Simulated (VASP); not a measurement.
# Co (Fm-3m) in VASP: reference runs

Reference runs on Co: the cell as given and a disturbed copy.

All numbers are computed with VASP 6.6.1; they aren't measurements. Logs are shortened: lines on timing, memory, paths and dates and some standing lists are left out, and cuts for length are marked.

## (1) Starting point

It takes space group Fm-3m (No. 225, cubic). The conventional cell has a = 3.513 Å, b = 3.513 Å, c = 3.513 Å, α = 90.00°, β = 90.00°, γ = 90.00°. Co (site symmetry m-3m) is surrounded by 12 Co at 2.48 Å.

This isn't the form of Co at room conditions, which is hcp.

## (2) Single point, PBE, collinear spin, ferromagnetic start

File INCAR:

```
SYSTEM = Co
PREC     = Accurate       ! precision mode
ENCUT    = 520            ! plane-wave cutoff, eV
EDIFF    = 1E-7           ! SCF threshold, eV
ISMEAR   = -1             ! smearing method
SIGMA    = 0.05           ! smearing width, eV
LREAL    = .FALSE.        ! projectors in reciprocal space
LASPH    = .TRUE.         ! aspherical terms in the spheres
NELM     = 100            ! most SCF steps
ALGO     = Normal         ! electronic algorithm
ISIF     = 2              ! what is computed and relaxed
LWAVE    = .FALSE.        ! write WAVECAR
LCHARG   = .TRUE.         ! write CHGCAR
ISPIN    = 2              ! spin polarisation
MAGMOM   = 2              ! initial moments
LORBIT   = 11             ! projections on sites
LMAXMIX  = 4              ! l up to which the mixer works
GGA      = PE             ! functional
LELF     = .TRUE.         ! ELF
LVHAR    = .TRUE.       
NBANDS   = 14             ! bands
```

File KPOINTS:

```
Automatic mesh
0
G
  13 13 13
  0 0 0
```

File POSCAR:

```
Co
1.0
    0.0000000000      1.7566572351      1.7566572351
    1.7566572351      0.0000000000      1.7566572351
    1.7566572351      1.7566572351      0.0000000000
Co
1
Direct
    0.0000000000      0.0000000000      0.0000000000
```

Potentials or basis: VASP PAW PBE potentials, release 64 (Co).

Command:

```bash
cat potpaw_PBE.64/Co/POTCAR > POTCAR
mpirun -np 1 vasp_std > vasp.out
```

OUTCAR:

```text
SYSTEM = Co
   PREC = Accurate
   ENCUT = 520
   EDIFF = 1E-7
   ISMEAR = -1
   LREAL = .FALSE.
   LASPH = .TRUE.
   NELM = 100
   ISIF = 2
   ISPIN = 2
   LORBIT = 11
   GGA = PE

 ion  position               nearest neighbor table
   1  0.000  0.000  0.000-

  LATTYP: Found a face centered cubic cell.
 ALAT       =     3.5133144702

  Lattice vectors:

 A1 = (   0.0000000000,   1.7566572351,   1.7566572351)
 A2 = (   1.7566572351,   0.0000000000,   1.7566572351)
 A3 = (   1.7566572351,   1.7566572351,   0.0000000000)

Analysis of symmetry for initial positions (statically):
=====================================================================
 Subroutine PRICEL returns:
 Original cell was already a primitive cell.

 Routine SETGRP: Setting up the symmetry group for a
 face centered cubic supercell.

 Subroutine GETGRP returns: Found 48 space group operations
 (whereof 48 operations were pure point group operations)
 out of a pool of 48 trial point group operations.

The static configuration has the point symmetry O_h .

Analysis of symmetry for dynamics (positions and initial velocities):
=====================================================================
 Subroutine PRICEL returns:
 Original cell was already a primitive cell.

 Routine SETGRP: Setting up the symmetry group for a
 face centered cubic supercell.

 Subroutine GETGRP returns: Found 48 space group operations
 (whereof 48 operations were pure point group operations)
 out of a pool of 48 trial point group operations.

The dynamic configuration has the point symmetry O_h .

Analysis of structural, dynamic, and magnetic symmetry:
=====================================================================
 Subroutine PRICEL returns:
 Original cell was already a primitive cell.

 Routine SETGRP: Setting up the symmetry group for a
 face centered cubic supercell.

 Subroutine GETGRP returns: Found 48 space group operations
 (whereof 48 operations were pure point group operations)
 out of a pool of 48 trial point group operations.

The overall configuration has the point symmetry O_h .

 Subroutine INISYM returns: Found 48 space group operations
 (whereof 48 operations are pure point group operations),
 and found     1 'primitive' translations

----------------------------------------------------------------------------------------

                                     Primitive cell

  volume of cell :      10.8415

  direct lattice vectors                    reciprocal lattice vectors
     0.000000000  1.756657235  1.756657235    -0.284631509  0.284631509  0.284631509
     1.756657235  0.000000000  1.756657235     0.284631509 -0.284631509  0.284631509
     1.756657235  1.756657235  0.000000000     0.284631509  0.284631509 -0.284631509

[... 159 lines left out ...]
 fundamental gap:      0.0308612788
 Fermi energy:        10.3635840713

 spin component 1

 k-point     1 :       0.0000    0.0000    0.0000
  band No.  band energies     occupation
      1       1.3425      1.00000
      2       7.6490      1.00000
      3       7.6490      1.00000
      4       7.6490      1.00000
      5       8.6898      1.00000
      6       8.6898      1.00000
      7      33.4059      0.00000
      8      37.7609      0.00000
      9      37.7609      0.00000
     10      37.7609      0.00000
     11      40.9689      0.00000
     12      40.9689      0.00000
     13      40.9689      0.00000
     14      43.4957      0.00000
[... 651 lines left out ...]
      3       8.3468      1.00000
      4       8.8987      1.00000
      5       9.6697      1.00000
      6      11.8834      0.00000
      7      22.1121      0.00000
      8      24.0357      0.00000
      9      27.2152      0.00000
     10      31.8985      0.00000
     11      38.1906      0.00000
     12      46.8708      0.00000
     13      49.3157      0.00000
     14      50.5272      0.00000

 [... further k-points ...]

 spin component 2

 k-point     1 :       0.0000    0.0000    0.0000
  band No.  band energies     occupation
      1       1.3623      1.00000
      2       9.2144      1.00000
      3       9.2144      1.00000
      4       9.2144      1.00000
      5      10.6704      0.00216
      6      10.6704      0.00216
      7      33.0974      0.00000
      8      37.9175      0.00000
      9      37.9175      0.00000
     10      37.9175      0.00000
     11      41.2743      0.00000
     12      41.2743      0.00000
     13      41.2743      0.00000
     14      43.1537      0.00000
[... 651 lines left out ...]
      3       9.5904      1.00000
      4      10.7542      0.00040
      5      11.5778      0.00000
      6      12.9214      0.00000
      7      22.5310      0.00000
      8      24.5535      0.00000
      9      27.4762      0.00000
     10      32.1992      0.00000
     11      38.5695      0.00000
     12      49.4495      0.00000
     13      49.9177      0.00000
     14      51.1329      0.00000

 [... further k-points ...]

------------------------ aborting loop because EDIFF is reached ----------------------------------------

 total charge

# of ion       s       p       d       tot
------------------------------------------
    1        0.490   0.524   7.259   8.273

 magnetization (x)

# of ion       s       p       d       tot
------------------------------------------
    1       -0.013  -0.048   1.707   1.647

  FORCE on cell =-STRESS in cart. coord.  units (eV):
  Direction    XX          YY          ZZ          XY          YZ          ZX
  --------------------------------------------------------------------------------------
  -------------------------------------------------------------------------------------
  Total        0.0266373      0.0266373      0.0266373      0.0000000      0.0000000      0.0000000
  in kB        3.9364968      3.9364968      3.9364968      0.0000000      0.0000000      0.0000000
  external PRESSURE =       3.9364968 kB  Pullay stress =       0.0000000 kB

 VOLUME and BASIS-vectors are now :
 -----------------------------------------------------------------------------
  energy-cutoff  :      520.00
  volume of cell :       10.84
      direct lattice vectors                 reciprocal lattice vectors
     0.000000000  1.756657235  1.756657235    -0.284631509  0.284631509  0.284631509
     1.756657235  0.000000000  1.756657235     0.284631509 -0.284631509  0.284631509
     1.756657235  1.756657235  0.000000000     0.284631509  0.284631509 -0.284631509

 POSITION                                       TOTAL-FORCE (eV/Angst)
 -----------------------------------------------------------------------------------
      0.00000      0.00000      0.00000         0.000000      0.000000      0.000000
 -----------------------------------------------------------------------------------
    total drift:                                0.000000     -0.000000      0.000000

  FREE ENERGIE OF THE ION-ELECTRON SYSTEM (eV)
  ---------------------------------------------------
  free  energy   TOTEN  =        -7.0282631771 eV

  energy  without entropy=       -7.0197861427  energy(sigma->0) =       -7.02402466

 total charge

# of ion       s       p       d       tot
------------------------------------------
    1        0.490   0.524   7.259   8.273

 magnetization (x)

# of ion       s       p       d       tot
------------------------------------------
    1       -0.013  -0.048   1.707   1.647
```

OSZICAR:

```text
N       E                     dE             d eps       ncg     rms          rms(c)
DAV:   1     0.277369361383E+02    0.27737E+02   -0.37799E+03  4896   0.770E+02
DAV:   2    -0.684125606410E+01   -0.34578E+02   -0.32006E+02  5256   0.147E+02
DAV:   3    -0.803969438445E+01   -0.11984E+01   -0.11905E+01  5766   0.290E+01
DAV:   4    -0.804762523194E+01   -0.79308E-02   -0.79281E-02  5864   0.219E+00
DAV:   5    -0.804774474667E+01   -0.11951E-03   -0.11951E-03  6018   0.248E-01    0.105E+01
DAV:   6    -0.723077036741E+01    0.81697E+00   -0.12485E+01  6420   0.394E+01    0.472E+00
DAV:   7    -0.704645183207E+01    0.18432E+00   -0.14306E+00  5754   0.123E+01    0.259E+00
DAV:   8    -0.703531272988E+01    0.11139E-01   -0.11197E-02  6162   0.736E-01    0.126E+00
DAV:   9    -0.702858186067E+01    0.67309E-02   -0.65968E-03  7282   0.564E-01    0.271E-01
DAV:  10    -0.702822307051E+01    0.35879E-03   -0.92905E-04  6918   0.190E-01    0.914E-02
DAV:  11    -0.702826094649E+01   -0.37876E-04   -0.17131E-05  5596   0.337E-02    0.395E-02
DAV:  12    -0.702826271882E+01   -0.17723E-05   -0.26590E-06  6354   0.125E-02    0.802E-03
DAV:  13    -0.702826300727E+01   -0.28845E-06   -0.89290E-07  6208   0.800E-03    0.260E-03
DAV:  14    -0.702826320286E+01   -0.19559E-06   -0.12929E-08  3762   0.870E-04    0.341E-04
DAV:  15    -0.702826317713E+01    0.25732E-07   -0.48508E-09  2856   0.611E-04
   1 F= -.70282632E+01 E0= -.70240247E+01  d E =-.847703E-02  mag=     1.6303
```

Wall time 52 s (1 thread of AMD EPYC 7R43 (Zen 3), shared host); peak memory 0.1 GiB.

Results:

* Free energy: -7.0283 eV
* Pressure: 0.4 GPa
* Band gap on the k mesh: none (metal or under the smearing width)
* Net moment: 1.63 μB per cell
* Site moments: Co +1.65 μB
* Valence electrons inside the program's atomic spheres: Co 8.27

## (3) Single point, PBE, collinear spin, ferromagnetic start (cell strained at random at fixed volume)

File INCAR:

```
SYSTEM = Co
  ALGO = Normal
  EDIFF = 1E-7
  ENCUT = 520
  GGA = PE
  ISIF = 2
  ISMEAR = -1
  ISPIN = 2
  LASPH = .True.
  LCHARG = .False.
  LMAXMIX = 4
  LORBIT = 11
  LREAL = .False.
  LWAVE = .False.
  MAGMOM = 2
  NBANDS = 14
  NELM = 100
  PREC = Accurate
  SIGMA = 0.05
```

File KPOINTS:

```
k-points
0
Gamma
  13 13 13
  0 0 0
```

File POSCAR:

```
Co
1.0
    0.0032810000      1.7565740000      1.8039320000
    1.7670410000      0.0301760000      1.7770370000
    1.7683350000      1.7309730000      0.0288830000
Co
1
Direct
   -0.0119150000      0.0171600000     -0.0032860000
```

Potentials or basis: VASP PAW PBE potentials, release 64 (Co).

Command:

```bash
cat potpaw_PBE.64/Co/POTCAR > POTCAR
mpirun -np 1 vasp_std > vasp.out
```

Run time: 9.9 min. Hardware: 1 thread of AMD EPYC 7R43 (Zen 3), shared host; peak memory 0.3 GiB.

The run converged. Its results:

```yaml
Free_energy: -7.0211 eV
Pressure: 0.6 GPa
Band_gap_on_the_k_mesh: none (metal or under the smearing width)
Net_moment: 1.63 μB per cell
Site_moments: Co +1.65 μB
Valence_electrons_inside_the_program's_atomic_spheres: Co 8.28
```

Stress tensor (GPa, compression positive):
```
-0.15 -0.40 -0.16
-0.40  2.82 -4.92
-0.16 -4.92 -0.77
```

Levels at points of the mesh, in eV from the Fermi level:
Spin up:
| k point | band 1 | band 2 | band 3 | band 4 | band 5 | band 6 | band 7 | band 8 | band 9 | band 10 |
| --- | --- | --- | --- | --- | --- | --- | --- | --- | --- | --- |
| (0.00, 0.00, 0.00) | -9.03 | -2.85 | -2.76 | -2.55 | -1.74 | -1.61 | 22.97 | 26.65 | 27.40 | 28.23 |
Spin down:
```
           k point  band 1  band 2  band 3  band 4  band 5  band 6  band 7  band 8  band 9
(0.00, 0.00, 0.00)   -9.00   -1.31   -1.21   -0.95    0.20    0.41   22.68   26.82   27.53
```
